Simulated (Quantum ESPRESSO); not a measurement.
Crystal: Sn.

```xyz
1
Lattice="-1.7265 1.7755 2.3383 1.7265 -1.7755 2.3383 1.7265 1.7755 -2.3383" Properties=species:S:1:pos:R:3 pbc="T T T"
Sn    0.0000    0.0000    0.0000
```

This isn't the form of Sn at room conditions, which is tetragonal (white tin).

Base run:

| Quantity | Value |
| --- | --- |
| Program | Quantum ESPRESSO 7.5 |
| Functional | RPBE |
| Potentials or basis | SG15 PBE 1.2 |
| Cutoff | 952 eV |
| Density cutoff | 3810 eV |
| k mesh | 11 × 11 × 11 |
| Occupations | fermi-dirac, width 0.05 eV |
| Spin | no spin polarisation |

Its results: band gap on the k mesh none (metal or under the smearing width); pressure 0.9 GPa.

**Question.** The run is repeated on the same cell with these changes: functional from RPBE to revTPSS. What comes out?

**Answer.** Band gap on the k mesh none (metal or under the smearing width); pressure -4.0 GPa.

Caveats: the potentials were made for another functional, which shifts forces and pressure; spin-orbit coupling is left out, which moves the levels of the heavy elements.
